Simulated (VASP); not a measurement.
CaF2:

```xyz
3
Lattice="0.0000 2.7120 2.7120 2.7120 0.0000 2.7120 2.7120 2.7120 0.0000" Properties=species:S:1:pos:R:3 pbc="T T T"
Ca    2.7120    0.0000    2.7120
F     1.3560    1.3560    1.3560
F     4.0681    4.0681    4.0681
```

Program: VASP 6.6.1. Alike in all runs: task single point; potentials or basis VASP PAW PBE potentials, release 64 (Ca_sv, F); no spin polarisation; cell as given; k mesh 8 × 8 × 8. Hardware: 1 thread of AMD EPYC 7R13 Processor (Zen 3) (shared host).

**Question.** Order these runs on this cell by their wall time, lowest first.
A. level PBEsol; cutoff (eV) 520; smearing gaussian 0.5 eV
B. level r2SCAN; cutoff (eV) 520; smearing gaussian 0.02 eV
C. level PBEsol; cutoff (eV) 700; smearing gaussian 0.02 eV

**Answer.** A (17 s), C (46 s), B (120 s).
